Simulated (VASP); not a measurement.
# CdTe (Fm-3m) in VASP: a series of runs

The runs below take CdTe through single point, with PBE.

Program: VASP 6.6.1. These are calculated values, not measurements. Logs are shortened: lines on timing, memory, paths and dates and some standing lists are left out, and cuts for length are marked.

### 1 The structure

The structure is cubic, space group Fm-3m (No. 225). The conventional cell has a = 6.124 Å, b = 6.124 Å, c = 6.124 Å, α = 90.00°, β = 90.00°, γ = 90.00°. Around Cd (site symmetry m-3m) lie 6 Te at 3.06 Å. Around Te (site symmetry m-3m) lie 6 Cd at 3.06 Å.

Measurements of this composition are mostly on another form, of space group No. 216.

### 2 Single point, PBE

Input file INCAR:

```
  ALGO = Normal
  EDIFF = 1E-6
  ENCUT = 520
  GGA = PE
  ISIF = 2
  ISMEAR = -1
  LASPH = T
  LCHARG = T
  LELF = T
  LREAL = F
  LVHAR = T
  LWAVE = F
  NBANDS = 16
  NELM = 100
  PREC = Accurate
  SIGMA = 0.05
```

Input file KPOINTS:

```
k-points
0
Gamma
  12 12 12
```

Input file POSCAR:

```
CdTe
1.0
    0.0000000000      3.0619746477      3.0619746477
    3.0619746477      0.0000000000      3.0619746477
    3.0619746477      3.0619746477      0.0000000000
Cd Te
1 1
Direct
    0.0000000000      0.0000000000      0.0000000000
    0.5000000000      0.5000000000      0.5000000000
```

Potentials or basis: VASP PAW PBE potentials, release 64 (Cd, Te).

On the command line:

```bash
$ cat potpaw_PBE.64/Cd/POTCAR potpaw_PBE.64/Te/POTCAR > POTCAR
$ mpirun -np 1 vasp_std > vasp.out
```

OUTCAR:

```text
EDIFF = 1E-6
   ENCUT = 520
   GGA = PE
   ISIF = 2
   ISMEAR = -1
   LASPH = T
   LREAL = F
   NELM = 100
   PREC = Accurate

 ion  position               nearest neighbor table
   1  0.000  0.000  0.000-   2 3.06   2 3.06   2 3.06   2 3.06   2 3.06   2 3.06
   2  0.500  0.500  0.500-   1 3.06   1 3.06   1 3.06   1 3.06   1 3.06   1 3.06

  LATTYP: Found a face centered cubic cell.
 ALAT       =     6.1239492954

  Lattice vectors:

 A1 = (   0.0000000000,   3.0619746477,   3.0619746477)
 A2 = (   3.0619746477,   0.0000000000,   3.0619746477)
 A3 = (   3.0619746477,   3.0619746477,   0.0000000000)

Analysis of symmetry for initial positions (statically):
=====================================================================
 Subroutine PRICEL returns:
 Original cell was already a primitive cell.

 Routine SETGRP: Setting up the symmetry group for a
 face centered cubic supercell.

 Subroutine GETGRP returns: Found 48 space group operations
 (whereof 48 operations were pure point group operations)
 out of a pool of 48 trial point group operations.

The static configuration has the point symmetry O_h .

Analysis of symmetry for dynamics (positions and initial velocities):
=====================================================================
 Subroutine PRICEL returns:
 Original cell was already a primitive cell.

 Routine SETGRP: Setting up the symmetry group for a
 face centered cubic supercell.

 Subroutine GETGRP returns: Found 48 space group operations
 (whereof 48 operations were pure point group operations)
 out of a pool of 48 trial point group operations.

The dynamic configuration has the point symmetry O_h .

 Subroutine INISYM returns: Found 48 space group operations
 (whereof 48 operations are pure point group operations),
 and found     1 'primitive' translations

----------------------------------------------------------------------------------------

                                     Primitive cell

  volume of cell :      57.4162

  direct lattice vectors                    reciprocal lattice vectors
     0.000000000  3.061974648  3.061974648    -0.163293318  0.163293318  0.163293318
     3.061974648  0.000000000  3.061974648     0.163293318 -0.163293318  0.163293318
     3.061974648  3.061974648  0.000000000     0.163293318  0.163293318 -0.163293318

  length of vectors
     4.330286074  4.330286074  4.330286074     0.282832323  0.282832323  0.282832323

  position of ions in fractional coordinates (direct lattice)
     0.000000000  0.000000000  0.000000000
     0.500000000  0.500000000  0.500000000

  ion indices of the primitive-cell ions
   primitive index   ion index
                 1           1
                 2           2

----------------------------------------------------------------------------------------

 KPOINTS: k-points

Automatic generation of k-mesh.
 Grid dimensions read from file:
 generate k-points for:   12   12   12

 Generating k-lattice:

  Cartesian coordinates                     Fractional coordinates (reciprocal lattice)
    -0.013607777  0.013607777  0.013607777     0.083333333  0.000000000  0.000000000
     0.013607777 -0.013607777  0.013607777     0.000000000  0.083333333  0.000000000
     0.013607777  0.013607777 -0.013607777     0.000000000  0.000000000  0.083333333

  Length of vectors
     0.023569360  0.023569360  0.023569360

  Shift w.r.t. Gamma in fractional coordinates (k-lattice)
     0.000000000  0.000000000  0.000000000

 Subroutine IBZKPT returns following result:
 ===========================================

 Found     72 irreducible k-points:

 Following reciprocal coordinates:
            Coordinates               Weight
  0.000000  0.000000  0.000000      1.000000
  0.083333  0.000000  0.000000      8.000000
  0.166667  0.000000  0.000000      8.000000
  0.250000  0.000000  0.000000      8.000000
  0.333333  0.000000  0.000000      8.000000
  0.416667  0.000000  0.000000      8.000000
[... 16 lines left out ...]
  0.500000  0.166667  0.000000     24.000000
 -0.416667  0.166667  0.000000     24.000000
 [... further k-points ...]
   k-points           NKPTS =     72   k-points in BZ     NKDIM =     72   number of bands    NBANDS=     16
   number of dos      NEDOS =    301   number of ions     NIONS =      2
   total plane-waves  NPLWV =  32768
   dimension x,y,z NGX =    32 NGY =   32 NGZ =   32
   dimension x,y,z NGXF=    64 NGYF=   64 NGZF=   64
   ions per type =               1   1
   NGX,Y,Z   is equivalent  to a cutoff of  12.29, 12.29, 12.29 a.u.
   NGXF,Y,Z  is equivalent  to a cutoff of  24.57, 24.57, 24.57 a.u.
 SYSTEM =  unknown system
   PREC   = accura    normal or accurate (medium, high low for compatibility)
   ISTART =      0    job   : 0-new  1-cont  2-samecut
   ICHARG =      2    charge: 1-file 2-atom 10-const
   ISPIN  =      1    spin polarized calculation?
   LNONCOLLINEAR =      F non collinear calculations
   LSORBIT =      F    spin-orbit coupling
   LASPH  =      T    aspherical Exc in radial PAW
   ENCUT  =  520.0 eV  38.22 Ry    6.18 a.u.   8.05  8.05  8.05*2*pi/ulx,y,z
   NELM   =    100;   NELMIN=  2; NELMDL= -5     # of ELM steps
   EDIFF  = 0.1E-05   stopping-criterion for ELM
   LREAL  =      F    real-space projection
   EDIFFG = 0.1E-04   stopping-criterion for IOM
   NSW    =      0    number of steps for IOM
   IBRION =     -1    ionic relax: 0-MD 1-quasi-New 2-CG
   NFREE  =      0    steps in history (QN), initial steepest desc. (CG)
   ISIF   =      2    stress and relaxation
   ISYM   =      2    0-nonsym 1-usesym 2-fastsym
   POTIM  = 0.5000    time-step for ionic-motion
   TEBEG  =    0.0;   TEEND  =   0.0 temperature during run
   PSTRESS=    0.0 pullay stress
   NELECT =      18.0000    total number of electrons
   NUPDOWN=      -1.0000    fix difference up-down
   EMIN   =  10.00;   EMAX   =-10.00  energy-range for DOS
   EFERMI =   0.00;   METHOD = LEGACY
   ISMEAR =    -1;   SIGMA  =   0.05  broadening in eV -4-tet -1-fermi 0-gaus
   EFERMI_NEDOS =   21; number of points for ismear=-14 and -15
   IALGO  =     38    algorithm
   IMIX   =      4    mixing-type and parameters
     AMIX     =   0.40;   BMIX     =  1.00
     AMIX_MAG =   1.60;   BMIX_MAG =  1.00
  volume/ion in A,a.u.               =      28.71       193.73
  Fermi-wavevector in a.u.,A,eV,Ry     =   1.112126  2.101614 16.828022  1.236825
  Thomas-Fermi vector in A             =   2.248697
   LORBIT       =      0    0 simple, 1 ext, 2 COOP (PROOUT), +10 PAW based schemes
   GGA     = PE    functional components
   LHFCALC =     F    Hartree Fock is set to
   AEXX    =    0.0000 exact exchange contribution
   IVDW    =     0    specifies the selected vdW correction
   LEPSILON=     F    determine dielectric tensor
   LRPA    =     F    only Hartree local field effects (RPA)
 non-spin polarized calculation
  energy-cutoff  :      520.00
  volume of cell :       57.42
 maximum number of plane-waves:      1572
   NGX = 17   NGY = 17   NGZ = 17

 number of electron      18.0000007 magnetization

 Free energy of the ion-electron system (eV)
  ---------------------------------------------------
  ext. energy  EPLUGINS =         0.00000000
  ---------------------------------------------------
  free energy    TOTEN  =        -4.45540598 eV

  energy without entropy =       -4.44718990  energy(sigma->0) =       -4.45129794

 E-fermi :   3.8129     XC(G=0):  -9.6733

 val. band max:        3.8065480505   @ k =   0.5000   0.0000   0.0000
 cond. band min:       3.8479151961   @ k =  -0.2500   0.0833   0.0000
 fundamental gap:      0.0413671455
 Fermi energy:         3.8129487035

 k-point     1 :       0.0000    0.0000    0.0000
  band No.  band energies     occupation
      1      -7.6908      2.00000
      2      -4.4315      2.00000
      3      -4.4315      2.00000
      4      -4.3920      2.00000
      5      -4.3920      2.00000
      6      -4.3920      2.00000
[... 8 lines left out ...]
     15      11.5417      0.00000
     16      11.5417      0.00000

 k-point     2 :       0.0833    0.0000    0.0000
  band No.  band energies     occupation
      1      -7.6365      2.00000
      2      -4.4399      2.00000
      3      -4.4399      2.00000
      4      -4.3940      2.00000
      5      -4.3878      2.00000
      6      -4.3878      2.00000
[... 8 lines left out ...]
     15      11.3635      0.00000
     16      11.5289      0.00000

 k-point     3 :       0.1667    0.0000    0.0000
  band No.  band energies     occupation
      1      -7.4797      2.00000
      2      -4.4654      2.00000
      3      -4.4654      2.00000
      4      -4.4006      2.00000
      5      -4.3741      2.00000
      6      -4.3741      2.00000
[... 8 lines left out ...]
     15      11.6729      0.00000
     16      11.6729      0.00000

 k-point     4 :       0.2500    0.0000    0.0000
  band No.  band energies     occupation
      1      -7.2419      2.00000
      2      -4.5012      2.00000
      3      -4.5012      2.00000
      4      -4.4129      2.00000
      5      -4.3537      2.00000
      6      -4.3537      2.00000
[... 8 lines left out ...]
     15      12.3018      0.00000
     16      12.3018      0.00000

 k-point     5 :       0.3333    0.0000    0.0000
  band No.  band energies     occupation
      1      -6.9670      2.00000
      2      -4.5371      2.00000
      3      -4.5371      2.00000
      4      -4.4318      2.00000
      5      -4.3327      2.00000
      6      -4.3327      2.00000
[... 8 lines left out ...]
     15      13.1593      0.00000
     16      13.1593      0.00000

 k-point     6 :       0.4167    0.0000    0.0000
  band No.  band energies     occupation
      1      -6.7316      2.00000
      2      -4.5631      2.00000
      3      -4.5631      2.00000
      4      -4.4540      2.00000
      5      -4.3172      2.00000
      6      -4.3172      2.00000
[... 8 lines left out ...]
     15      14.1766      0.00000
     16      14.1766      0.00000

 k-point     7 :       0.5000    0.0000    0.0000
  band No.  band energies     occupation
      1      -6.6354      2.00000
      2      -4.5726      2.00000
      3      -4.5726      2.00000
      4      -4.4652      2.00000
      5      -4.3114      2.00000
      6      -4.3114      2.00000
[... 8 lines left out ...]
     15      14.9195      0.00000
     16      14.9195      0.00000

 k-point     8 :       0.0833    0.0833    0.0000
  band No.  band energies     occupation
      1      -7.6195      2.00000
      2      -4.4538      2.00000
      3      -4.4282      2.00000
      4      -4.3962      2.00000
      5      -4.3863      2.00000
      6      -4.3863      2.00000
[... 8 lines left out ...]
     15      12.1206      0.00000
     16      12.1206      0.00000

 k-point     9 :       0.1667    0.0833    0.0000
  band No.  band energies     occupation
      1      -7.5003      2.00000
      2      -4.4775      2.00000
      3      -4.4369      2.00000
      4      -4.4010      2.00000
      5      -4.3775      2.00000
      6      -4.3739      2.00000
[... 8 lines left out ...]
     15      12.2290      0.00000
     16      12.3402      0.00000
[... 172 lines left out ...]
 k-point    19 :       0.1667    0.1667    0.0000
  band No.  band energies     occupation
      1      -7.4279      2.00000
      2      -4.4883      2.00000
      3      -4.4193      2.00000
      4      -4.4077      2.00000
      5      -4.3693      2.00000
      6      -4.3693      2.00000
[... 8 lines left out ...]
     15      13.2394      0.00000
     16      13.2394      0.00000

 k-point    20 :       0.2500    0.1667    0.0000
  band No.  band energies     occupation
      1      -7.2748      2.00000
      2      -4.4886      2.00000
      3      -4.4285      2.00000
      4      -4.4140      2.00000
      5      -4.3555      2.00000
      6      -4.3504      2.00000
[... 8 lines left out ...]
     15      13.4952      0.00000
     16      13.5341      0.00000

 k-point    21 :       0.3333    0.1667    0.0000
  band No.  band energies     occupation
      1      -7.0699      2.00000
      2      -4.4729      2.00000
      3      -4.4573      2.00000
      4      -4.4189      2.00000
      5      -4.3353      2.00000
      6      -4.3271      2.00000
[... 8 lines left out ...]
     15      13.8201      0.00000
     16      14.1273      0.00000

 k-point    22 :       0.4167    0.1667    0.0000
  band No.  band energies     occupation
      1      -6.8615      2.00000
      2      -4.4931      2.00000
      3      -4.4445      2.00000
      4      -4.4241      2.00000
      5      -4.3102      2.00000
      6      -4.3061      2.00000
[... 8 lines left out ...]
     15      14.6139      0.00000
     16      14.9787      0.00000

 k-point    23 :       0.5000    0.1667    0.0000
  band No.  band energies     occupation
      1      -6.7122      2.00000
      2      -4.5262      2.00000
      3      -4.4342      2.00000
      4      -4.4178      2.00000
      5      -4.3044      2.00000
      6      -4.2741      2.00000
[... 8 lines left out ...]
     15      15.0511      0.00000
     16      15.0628      0.00000

 k-point    24 :      -0.4167    0.1667    0.0000
  band No.  band energies     occupation
      1      -6.6784      2.00000
      2      -4.5487      2.00000
      3      -4.4495      2.00000
      4      -4.4067      2.00000
      5      -4.3101      2.00000
      6      -4.2617      2.00000
[... 8 lines left out ...]
     15      13.9486      0.00000
     16      14.2198      0.00000

 [... further k-points ...]

------------------------ aborting loop because EDIFF is reached ----------------------------------------

  FORCE on cell =-STRESS in cart. coord.  units (eV):
  Direction    XX          YY          ZZ          XY          YZ          ZX
  --------------------------------------------------------------------------------------
  -------------------------------------------------------------------------------------
  Total        0.0589742      0.0589742      0.0589742      0.0000000      0.0000000      0.0000000
  in kB        1.6456525      1.6456525      1.6456525      0.0000000      0.0000000      0.0000000
  external PRESSURE =       1.6456525 kB  Pullay stress =       0.0000000 kB

 VOLUME and BASIS-vectors are now :
 -----------------------------------------------------------------------------
  energy-cutoff  :      520.00
  volume of cell :       57.42
      direct lattice vectors                 reciprocal lattice vectors
     0.000000000  3.061974648  3.061974648    -0.163293318  0.163293318  0.163293318
     3.061974648  0.000000000  3.061974648     0.163293318 -0.163293318  0.163293318
     3.061974648  3.061974648  0.000000000     0.163293318  0.163293318 -0.163293318

 POSITION                                       TOTAL-FORCE (eV/Angst)
 -----------------------------------------------------------------------------------
      0.00000      0.00000      0.00000         0.000000      0.000000     -0.000000
      3.06197      3.06197      3.06197         0.000000      0.000000      0.000000
 -----------------------------------------------------------------------------------
    total drift:                                0.000000     -0.000000     -0.000000

  FREE ENERGIE OF THE ION-ELECTRON SYSTEM (eV)
  ---------------------------------------------------
  free  energy   TOTEN  =        -4.4554059835 eV

  energy  without entropy=       -4.4471899028  energy(sigma->0) =       -4.45129794
```

Run time: 22 s. Hardware: 1 thread of Intel Xeon Platinum 8488C (Sapphire Rapids), shared host; peak memory 0.22 GiB.

Results:

```
Free energy            : -4.4554 eV
Pressure               : 0.2 GPa
Band gap on the k mesh : none (metal or under the smearing width)
```

Levels at points of the mesh, in eV from the Fermi level:
| k point | band 7 | band 8 | band 9 | band 10 | band 11 | band 12 |
| --- | --- | --- | --- | --- | --- | --- |
| (0.00, 0.00, 0.00) | -0.42 | -0.42 | -0.42 | 0.32 | 7.14 | 7.14 |
| (0.50, 0.00, 0.00) | -5.06 | -0.01 | -0.01 | 2.77 | 4.04 | 4.04 |
| (0.50, 0.50, 0.00) | -4.00 | -2.00 | -2.00 | -1.23 | 4.32 | 9.15 |

Spin-orbit coupling is left out, which matters for the levels of Te.

### 3 Single point, PBE

Input file INCAR:

```
SYSTEM = CdTe
PREC = Accurate
ENCUT = 520
EDIFF = 1E-6
ISMEAR = -1
SIGMA = 0.05
LREAL = .FALSE.
LASPH = .TRUE.
NELM = 100
ALGO = Normal
ISIF = 2
LWAVE = .FALSE.
LCHARG = .FALSE.
GGA = PE
NBANDS = 16
```

Input file KPOINTS:

```
regular mesh
0
G
  12 12 12
  0 0 0
```

POSCAR is that of step 2.

Potentials or basis: VASP PAW PBE potentials, release 64 (Cd, Te).

On the command line:

```bash
$ cat potpaw_PBE.64/Cd/POTCAR potpaw_PBE.64/Te/POTCAR > POTCAR
$ mpirun -np 1 vasp_std > vasp.out
```

It took 24 s on 1 thread of Intel Xeon Platinum 8488C (Sapphire Rapids), shared host; peak memory 0.22 GiB.

Results (log left out):

```
Free energy            : -4.4554 eV
Pressure               : 0.2 GPa
Band gap on the k mesh : none (metal or under the smearing width)
```

Levels at points of the mesh, in eV from the Fermi level:
| k point | band 5 | band 6 | band 7 | band 8 | band 9 | band 10 | band 11 | band 12 | band 13 | band 14 |
| --- | --- | --- | --- | --- | --- | --- | --- | --- | --- | --- |
| (0.00, 0.00, 0.00) | -8.20 | -8.20 | -0.42 | -0.42 | -0.42 | 0.32 | 7.14 | 7.14 | 7.14 | 7.73 |
| (0.50, 0.00, 0.00) | -8.12 | -8.12 | -5.06 | -0.01 | -0.01 | 2.77 | 4.04 | 4.04 | 4.73 | 10.16 |
| (0.50, 0.50, 0.00) | -8.09 | -7.45 | -4.00 | -2.00 | -2.00 | -1.23 | 4.32 | 9.15 | 9.15 | 9.78 |
